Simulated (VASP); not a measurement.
# AlN in VASP: a series of runs

The runs below take AlN through single point, relaxation of the atoms, with PBEsol.

Everything below comes from runs of VASP 6.6.1. Logs are shortened: lines on timing, memory, paths and dates and some standing lists are left out, and cuts for length are marked.

## Step 1: The structure

The cell holds a slab with vacuum, 20 atoms: a = 3.113 Å, b = 4.982 Å, c = 26.683 Å, α = 90.00°, β = 90.00°, γ = 90.00°.

## Step 2: Single point, PBEsol

INCAR reads:

```
SYSTEM = AlN
ALGO = Fast ; DIPOL = 0.5 0.5 0.500
EDIFF = 1E-7 ; ENCUT = 520
GGA = PS ; ICORELEVEL = 1
IDIPOL = 3 ; ISIF = 2
ISMEAR = 0 ; LASPH = .TRUE.
LCHARG = .FALSE. ; LDIPOL = .TRUE.
LREAL = .FALSE. ; LUSENCCL = .FALSE.
LVACPOTAV = .TRUE. ; LVHAR = .TRUE.
LWAVE = .FALSE. ; NELM = 80
PREC = Accurate ; SIGMA = 0.03
```

KPOINTS reads:

```
k-points
0
G
  9 6 1
  0 0 0
```

POSCAR reads:

```
AlN
1.0
    3.1131016400      0.0000000000      0.0000000000
    0.0000000000      4.9818130000      0.0000000000
    0.0000000000      0.0000000000     26.6827781500
Al N
10 10
Direct
    0.9999996500      0.0010140000      0.2810801800
    0.5000006900      0.5010140000      0.3147602100
    0.4999997700      0.0010140000      0.3821200800
    0.0000008100      0.5010140000      0.4158001100
    0.9999998900      0.0010140000      0.4831599800
    0.5000009200      0.5010140000      0.5168400200
    0.5000000000      0.0010140000      0.5841998900
    0.0000010400      0.5010140000      0.6178799200
    0.0000001200      0.0010140000      0.6852397900
    0.5000011600      0.5010140000      0.7189198200
    0.9999996500      0.6189860000      0.2810801800
    0.5000006900      0.1189860000      0.3147602100
    0.4999997700      0.6189860000      0.3821200800
    0.0000008100      0.1189860000      0.4158001100
    0.9999998900      0.6189860000      0.4831599800
    0.5000009200      0.1189860000      0.5168400200
    0.5000000000      0.6189860000      0.5841998900
    0.0000010400      0.1189860000      0.6178799200
    0.0000001200      0.6189860000      0.6852397900
    0.5000011600      0.1189860000      0.7189198200
```

Potentials or basis: VASP PAW PBE potentials, release 64 (Al, N).

Command:

```sh
$ cat potpaw_PBE.64/Al/POTCAR potpaw_PBE.64/N/POTCAR > POTCAR
$ mpirun -np 1 vasp_std > vasp.out
```

OUTCAR:

```text
SYSTEM = AlN
   EDIFF = 1E-7
   ENCUT = 520
   GGA = PS
   ISIF = 2
   ISMEAR = 0
   LASPH = .TRUE.
   LREAL = .FALSE.
   NELM = 80
   PREC = Accurate

 ion  position               nearest neighbor table
   1  1.000  0.001  0.281-  12 1.89  12 1.89  11 1.90   2 3.07   2 3.07   2 3.07   2 3.07   3 3.11
                             3 3.11
   2  0.500  0.501  0.315-  11 1.89  13 1.89  11 1.89  12 1.90   1 3.07   1 3.07   3 3.07   3 3.07
                             1 3.07   1 3.07   4 3.11   4 3.11
   3  0.500  0.001  0.382-  14 1.89  12 1.89  14 1.89  13 1.90   4 3.07   4 3.07   2 3.07   2 3.07
                             4 3.07   4 3.07   1 3.11   5 3.11   1 3.11   5 3.11
   4  0.000  0.501  0.416-  13 1.89  15 1.89  13 1.89  14 1.90   3 3.07   3 3.07   5 3.07   5 3.07
                             3 3.07   3 3.07   2 3.11   6 3.11   2 3.11   6 3.11
   5  1.000  0.001  0.483-  16 1.89  14 1.89  16 1.89  15 1.90   6 3.07   6 3.07   4 3.07   4 3.07
                             6 3.07   6 3.07   3 3.11   7 3.11   3 3.11   7 3.11
   6  0.500  0.501  0.517-  15 1.89  17 1.89  15 1.89  16 1.90   5 3.07   5 3.07   7 3.07   7 3.07
                             5 3.07   5 3.07   8 3.11   4 3.11   8 3.11   4 3.11
   7  0.500  0.001  0.584-  18 1.89  16 1.89  18 1.89  17 1.90   8 3.07   8 3.07   6 3.07   6 3.07
                             8 3.07   8 3.07   9 3.11   5 3.11   9 3.11   5 3.11
   8  0.000  0.501  0.618-  17 1.89  19 1.89  17 1.89  18 1.90   7 3.07   7 3.07   9 3.07   9 3.07
                             7 3.07   7 3.07  10 3.11   6 3.11  10 3.11   6 3.11
   9  0.000  0.001  0.685-  20 1.89  18 1.89  20 1.89  19 1.90  10 3.07  10 3.07   8 3.07   8 3.07
                            10 3.07  10 3.07   7 3.11   7 3.11
  10  0.500  0.501  0.719-  19 1.89  19 1.89  20 1.90   9 3.07   9 3.07   9 3.07   9 3.07   8 3.11
                             8 3.11
  11  1.000  0.619  0.281-   2 1.89   2 1.89   1 1.90
  12  0.500  0.119  0.315-   1 1.89   3 1.89   1 1.89   2 1.90
  13  0.500  0.619  0.382-   4 1.89   2 1.89   4 1.89   3 1.90
  14  0.000  0.119  0.416-   3 1.89   5 1.89   3 1.89   4 1.90
  15  1.000  0.619  0.483-   6 1.89   4 1.89   6 1.89   5 1.90
  16  0.500  0.119  0.517-   5 1.89   7 1.89   5 1.89   6 1.90
  17  0.500  0.619  0.584-   8 1.89   6 1.89   8 1.89   7 1.90
  18  0.000  0.119  0.618-   7 1.89   9 1.89   7 1.89   8 1.90
  19  0.000  0.619  0.685-  10 1.89   8 1.89  10 1.89   9 1.90
  20  0.500  0.119  0.719-   9 1.89   9 1.89  10 1.90

  LATTYP: Found a simple orthorhombic cell.
 ALAT       =     3.1131016400
 B/A-ratio  =     1.6002731604
 C/A-ratio  =     8.5711233476

  Lattice vectors:

 A1 = (   3.1131016400,   0.0000000000,   0.0000000000)
 A2 = (   0.0000000000,   4.9818130000,   0.0000000000)
 A3 = (   0.0000000000,   0.0000000000,  26.6827781500)

Analysis of symmetry for initial positions (statically):
=====================================================================
 Subroutine PRICEL returns:
 Original cell was already a primitive cell.

 Routine SETGRP: Setting up the symmetry group for a
 simple orthorhombic supercell.

 Subroutine GETGRP returns: Found  4 space group operations
 (whereof  2 operations were pure point group operations)
 out of a pool of  8 trial point group operations.

The static configuration has the point symmetry C_1h.
 The point group associated with its full space group is C_2v.

Analysis of symmetry for dynamics (positions and initial velocities):
=====================================================================
 Subroutine PRICEL returns:
 Original cell was already a primitive cell.

 Routine SETGRP: Setting up the symmetry group for a
 simple orthorhombic supercell.

 Subroutine GETGRP returns: Found  4 space group operations
 (whereof  2 operations were pure point group operations)
 out of a pool of  8 trial point group operations.

The dynamic configuration has the point symmetry C_1h.
 The point group associated with its full space group is C_2v.

 Subroutine INISYM returns: Found  4 space group operations
 (whereof  2 operations are pure point group operations),
 and found     1 'primitive' translations

----------------------------------------------------------------------------------------

                                     Primitive cell

  volume of cell :     413.8203

  direct lattice vectors                    reciprocal lattice vectors
     3.113101640  0.000000000  0.000000000     0.321223049  0.000000000  0.000000000
     0.000000000  4.981813000  0.000000000     0.000000000  0.200730136  0.000000000
     0.000000000  0.000000000 26.682778150     0.000000000  0.000000000  0.037477357
[... 96 lines left out ...]
  0.444444  0.500000  0.000000      2.000000
   k-points           NKPTS =     20   k-points in BZ     NKDIM =     20   number of bands    NBANDS=     51
   number of dos      NEDOS =    301   number of ions     NIONS =     20
   total plane-waves  NPLWV = 192000
   dimension x,y,z NGX =    24 NGY =   40 NGZ =  200
   dimension x,y,z NGXF=    48 NGYF=   80 NGZF=  400
   ions per type =              10  10
   NGX,Y,Z   is equivalent  to a cutoff of  12.82, 13.35, 12.46 a.u.
   NGXF,Y,Z  is equivalent  to a cutoff of  25.63, 26.70, 24.92 a.u.
 SYSTEM =  AlN
   PREC   = accura    normal or accurate (medium, high low for compatibility)
   ISTART =      0    job   : 0-new  1-cont  2-samecut
   ICHARG =      2    charge: 1-file 2-atom 10-const
   ISPIN  =      1    spin polarized calculation?
   LNONCOLLINEAR =      F non collinear calculations
   LSORBIT =      F    spin-orbit coupling
   LASPH  =      T    aspherical Exc in radial PAW
   ENCUT  =  520.0 eV  38.22 Ry    6.18 a.u.   5.79  9.26 49.61*2*pi/ulx,y,z
   NELM   =     80;   NELMIN=  2; NELMDL= -5     # of ELM steps
   EDIFF  = 0.1E-06   stopping-criterion for ELM
   LREAL  =      F    real-space projection
   EDIFFG = 0.1E-05   stopping-criterion for IOM
   NSW    =      0    number of steps for IOM
   IBRION =     -1    ionic relax: 0-MD 1-quasi-New 2-CG
   NFREE  =      0    steps in history (QN), initial steepest desc. (CG)
   ISIF   =      2    stress and relaxation
   ISYM   =      2    0-nonsym 1-usesym 2-fastsym
   POTIM  = 0.5000    time-step for ionic-motion
   TEBEG  =    0.0;   TEEND  =   0.0 temperature during run
   PSTRESS=    0.0 pullay stress
   NELECT =      80.0000    total number of electrons
   NUPDOWN=      -1.0000    fix difference up-down
   EMIN   =  10.00;   EMAX   =-10.00  energy-range for DOS
   EFERMI =   0.00;   METHOD = LEGACY
   ISMEAR =     0;   SIGMA  =   0.03  broadening in eV -4-tet -1-fermi 0-gaus
   EFERMI_NEDOS =   21; number of points for ismear=-14 and -15
   IALGO  =     68    algorithm
   IMIX   =      4    mixing-type and parameters
     AMIX     =   0.40;   BMIX     =  1.00
     AMIX_MAG =   1.60;   BMIX_MAG =  1.00
  volume/ion in A,a.u.               =      20.69       139.63
  Fermi-wavevector in a.u.,A,eV,Ry     =   0.946602  1.788819 12.191582  0.896056
  Thomas-Fermi vector in A             =   2.074616
   LORBIT       =      0    0 simple, 1 ext, 2 COOP (PROOUT), +10 PAW based schemes
   GGA     = PS    functional components
   LHFCALC =     F    Hartree Fock is set to
   AEXX    =    0.0000 exact exchange contribution
   IVDW    =     0    specifies the selected vdW correction
   LEPSILON=     F    determine dielectric tensor
   LRPA    =     F    only Hartree local field effects (RPA)
 non-spin polarized calculation
 RMM-DIIS sequential band-by-band and
 Gauss-broadening in eV      SIGMA  =   0.03
  energy-cutoff  :      520.00
  volume of cell :      413.82
 maximum number of plane-waves:     11192
 NGX is ok and might be reduce to    24
   NGX = 11   NGY = 19   NGZ = 99

 dipolmoment           0.000000      0.000000      0.000000 electrons x Angstroem

 number of electron      79.9999993 magnetization

 dipolmoment           0.000000      0.000000     -0.000000 electrons x Angstroem

 Free energy of the ion-electron system (eV)
  ---------------------------------------------------
  ext. energy  EPLUGINS =         0.00000000
  ---------------------------------------------------
  free energy    TOTEN  =      -151.06212457 eV

  energy without entropy =     -151.06212457  energy(sigma->0) =     -151.06212457

 the core state eigenenergies are
   1-  1s  -1504.3046  2s   -101.4953  2p    -62.9554
   2-  1s  -1502.2515  2s    -99.6565  2p    -61.1058
   3-  1s  -1503.0458  2s   -100.4274  2p    -61.8777
   4-  1s  -1502.7613  2s   -100.1721  2p    -61.6211
   5-  1s  -1502.8809  2s   -100.2814  2p    -61.7309
   6-  1s  -1502.8810  2s   -100.2815  2p    -61.7310
   7-  1s  -1502.7612  2s   -100.1720  2p    -61.6210
   8-  1s  -1503.0458  2s   -100.4275  2p    -61.8778
   9-  1s  -1502.2514  2s    -99.6564  2p    -61.1057
  10-  1s  -1504.3047  2s   -101.4954  2p    -62.9554
  11-  1s   -373.3286
  12-  1s   -374.3391
  13-  1s   -373.6731
  14-  1s   -373.9121
  15-  1s   -373.8208
  16-  1s   -373.8208
  17-  1s   -373.9120
  18-  1s   -373.6731
  19-  1s   -374.3391
  20-  1s   -373.3286

 E-fermi :   1.0216     XC(G=0):  -6.2540

 val. band max:        0.8869064747   @ k =   0.4444   0.5000   0.0000
 cond. band min:       2.3499072114   @ k =   0.0000   0.0000   0.0000
 fundamental gap:      1.4630007367
 Fermi energy:         1.0215710175

 k-point     1 :       0.0000    0.0000    0.0000
  band No.  band energies     occupation
      1     -14.8055      2.00000
      2     -14.4943      2.00000
      3     -14.0339      2.00000
      4     -13.4853      2.00000
      5     -13.0269      2.00000
      6     -12.6387      2.00000
[... 1069 lines left out ...]
     50       6.5278      0.00000
     51       6.8339      0.00000

------------------------ aborting loop because EDIFF is reached ----------------------------------------

  FORCE on cell =-STRESS in cart. coord.  units (eV):
  Direction    XX          YY          ZZ          XY          YZ          ZX
  --------------------------------------------------------------------------------------
  -------------------------------------------------------------------------------------
  Total       -0.3410617     -9.2344305     -2.6336167      0.0000000      0.0000000      0.0000000
  in kB       -1.3204798    -35.7527073    -10.1965062      0.0000000      0.0000000      0.0000000
  external PRESSURE =     -15.7565644 kB  Pullay stress =       0.0000000 kB

 VOLUME and BASIS-vectors are now :
 -----------------------------------------------------------------------------
  energy-cutoff  :      520.00
  volume of cell :      413.82
      direct lattice vectors                 reciprocal lattice vectors
     3.113101640  0.000000000  0.000000000     0.321223049  0.000000000  0.000000000
     0.000000000  4.981813000  0.000000000     0.000000000  0.200730136  0.000000000
     0.000000000  0.000000000 26.682778150     0.000000000  0.000000000  0.037477357

 POSITION                                       TOTAL-FORCE (eV/Angst)
 -----------------------------------------------------------------------------------
      3.11310      0.00505      7.50000         0.000000     -1.838962      1.893602
      1.55655      2.49596      8.39868         0.000000      1.085811     -1.574172
      1.55655      0.00505     10.19603         0.000000     -0.453419      0.213501
      0.00000      2.49596     11.09470         0.000000      0.160343     -0.128840
      3.11310      0.00505     12.89205         0.000000     -0.031376      0.058467
      1.55655      2.49596     13.79073         0.000000     -0.031376     -0.058467
[... 12 lines left out ...]
      0.00000      3.08367     18.28410         0.000000      0.320227      1.164922
      1.55655      0.59277     19.18278         0.000000      0.820511     -0.372376
 -----------------------------------------------------------------------------------
    total drift:                               -0.008495      0.003158      0.006915

  FREE ENERGIE OF THE ION-ELECTRON SYSTEM (eV)
  ---------------------------------------------------
  free  energy   TOTEN  =      -151.0621245677 eV

  energy  without entropy=     -151.0621245677  energy(sigma->0) =     -151.06212457

 vacuum level on the upper side and lower side of the slab         5.916         5.916
```

Run time: 63 s. Hardware: 1 × NVIDIA H100 80GB with 1 thread of AMD EPYC 7R13 (Zen 3), shared host; peak memory 1.6 GiB.

What came out:

```
Free energy                            : -151.0621 eV
Largest force                          : 2.640 eV/Å
Band gap on the k mesh                 : 1.46 eV, indirect (least direct gap 1.50 eV)
Ionisation potential of the upper face : 5.03 eV
```

Forces on the atoms (eV/Å):
```
Al   0.000 -1.839  1.894
Al   0.000  1.086 -1.574
Al   0.000 -0.453  0.214
Al   0.000  0.160 -0.129
Al   0.000 -0.031  0.058
Al   0.000 -0.031 -0.058
Al   0.000  0.160  0.129
Al   0.000 -0.453 -0.214
Al   0.000  1.086  1.574
Al   0.000 -1.839 -1.894
N    0.000  0.821  0.372
N    0.000  0.320 -1.165
N    0.000 -0.088  0.498
N    0.000  0.023 -0.206
N    0.000  0.001  0.104
N    0.000  0.001 -0.104
N    0.000  0.023  0.206
N    0.000 -0.088 -0.498
N    0.000  0.320  1.165
N    0.000  0.821 -0.372
```

Core levels (eV, on the scale of the bands):
```csv
atom,levels
1 Al,"1s -1504.3, 2s -101.5, 2p -63.0"
2 Al,"1s -1502.3, 2s -99.7, 2p -61.1"
3 Al,"1s -1503.0, 2s -100.4, 2p -61.9"
4 Al,"1s -1502.8, 2s -100.2, 2p -61.6"
5 Al,"1s -1502.9, 2s -100.3, 2p -61.7"
6 Al,"1s -1502.9, 2s -100.3, 2p -61.7"
```

Caveat: the PAW data sets were made with another functional, which shifts forces and pressure a little. Expect the measured gap to be larger: semilocal functionals such as PBEsol lack the derivative discontinuity.

## Step 3: Relaxation of the atoms, PBEsol

INCAR reads:

```
PREC = Accurate
ENCUT = 520
EDIFF = 1E-6
ISMEAR = 0
SIGMA = 0.03
LREAL = False
LASPH = True
NELM = 80
ALGO = Normal
ISIF = 2
LWAVE = False
LCHARG = False
LDIPOL = True
IDIPOL = 3
DIPOL = 0.5 0.5 0.500
GGA = PS
IBRION = 2
NSW = 80
EDIFFG = -0.02
LUSENCCL = False
```

KPOINTS reads:

```
Automatic mesh
0
Gamma
  9 6 1
```

POSCAR is that of step 2.

Potentials or basis: VASP PAW PBE potentials, release 64 (Al, N).

Command:

```sh
$ cat potpaw_PBE.64/Al/POTCAR potpaw_PBE.64/N/POTCAR > POTCAR
$ mpirun -np 1 vasp_std > vasp.out
```

Wall time 29 min (1 × NVIDIA H100 80GB with 1 thread of AMD EPYC 7R13 (Zen 3), shared host); peak memory 1.6 GiB.

Results (log left out):

| Property | Result |
| --- | --- |
| Free energy | -152.0441 eV |
| Energy gained by relaxing | 49.1 meV/atom |
| Ionic steps | 25 |
| Largest force after relaxing | 0.020 eV/Å |
| Band gap on the k mesh | 2.75 eV, indirect (least direct gap 2.86 eV) |

Forces in eV/Å, atoms in the order of the input:
```
Al   0.000  0.012 -0.007
Al   0.000 -0.008  0.010
Al   0.000  0.001  0.008
Al   0.000  0.002  0.004
Al   0.000 -0.003  0.008
Al   0.000 -0.003 -0.008
Al   0.000  0.002 -0.004
Al   0.000  0.001 -0.008
Al   0.000 -0.008 -0.010
Al   0.000  0.012  0.007
N    0.000  0.002  0.013
N    0.000 -0.010 -0.017
N    0.000  0.003  0.002
N    0.000  0.006 -0.001
N    0.000 -0.005 -0.010
N    0.000 -0.005  0.010
N    0.000  0.006  0.001
N    0.000  0.003 -0.002
N    0.000 -0.010  0.017
N    0.000  0.002 -0.013
```

Step by step:
```
step  energy change (eV)  largest force (eV/Å)  pressure (GPa)
   1              0.0000                2.6396           -1.58
   2             -0.7853                1.1570           -0.30
   3             -0.8003                1.1448           -0.04
   4             -0.9203                0.5519            0.20
   5             -0.9203                0.5467            0.20
   6             -0.9530                0.3172            0.41
   7             -0.9531                0.3162            0.39
   8             -0.9663                0.1488            0.46
   9             -0.9672                0.1794            0.48
  10             -0.9724                0.0971            0.52
  11             -0.9728                0.1381            0.53
  12             -0.9767                0.0961            0.58
  13             -0.9770                0.1181            0.60
  14             -0.9791                0.0744            0.65
  15             -0.9791                0.0686            0.65
  16             -0.9799                0.0578            0.71
  17             -0.9799                0.0512            0.70
  18             -0.9806                0.0360            0.74
  19             -0.9812                0.0503            0.79
  20             -0.9809                0.1075            0.89
  21             -0.9813                0.0650            0.83
  22             -0.9817                0.0444            0.86
  23             -0.9819                0.0271            0.90
  24             -0.9819                0.0282            0.90
  25             -0.9820                0.0198            0.91
```

Final structure:
```yaml
crystal:
  lattice:
    - [3.11310, 0.00000, 0.00000]
    - [0.00000, 4.98181, 0.00000]
    - [0.00000, 0.00000, 26.68278]
  atoms:
    - { symbol: Al, position: [0.00000, 0.97593, 0.29080] }
    - { symbol: Al, position: [0.50000, 0.50812, 0.31163] }
    - { symbol: Al, position: [0.50000, 0.99944, 0.38358] }
    - { symbol: Al, position: [0.00000, 0.50405, 0.41518] }
    - { symbol: Al, position: [0.00000, 0.00198, 0.48352] }
    - { symbol: Al, position: [0.50000, 0.50198, 0.51648] }
    - { symbol: Al, position: [0.50000, 0.00405, 0.58482] }
    - { symbol: Al, position: [0.00000, 0.49944, 0.61642] }
    - { symbol: Al, position: [0.00000, 0.00812, 0.68837] }
    - { symbol: Al, position: [0.50000, 0.47593, 0.70920] }
    - { symbol: N, position: [0.00000, 0.62356, 0.28242] }
    - { symbol: N, position: [0.50000, 0.12619, 0.31465] }
    - { symbol: N, position: [0.50000, 0.61974, 0.38208] }
    - { symbol: N, position: [0.00000, 0.12078, 0.41587] }
    - { symbol: N, position: [0.00000, 0.62021, 0.48313] }
    - { symbol: N, position: [0.50000, 0.12021, 0.51687] }
    - { symbol: N, position: [0.50000, 0.62078, 0.58413] }
    - { symbol: N, position: [0.00000, 0.11974, 0.61792] }
    - { symbol: N, position: [0.00000, 0.62619, 0.68535] }
    - { symbol: N, position: [0.50000, 0.12356, 0.71758] }
```

Levels at points of the mesh, in eV from the valence-band top:
```csv
k point,band 37,band 38,band 39,band 40,band 41,band 42,band 43,band 44
"(0.00, 0.00, 0.00)",-0.31,-0.30,-0.16,-0.11,2.75,2.92,4.62,5.31
"(0.00, 0.50, 0.00)",-0.48,-0.48,-0.18,-0.18,3.42,3.42,4.96,4.96
```

Caveat: the PAW data sets were made with another functional, which shifts forces and pressure a little.

(Continued in part 2 of 2.)
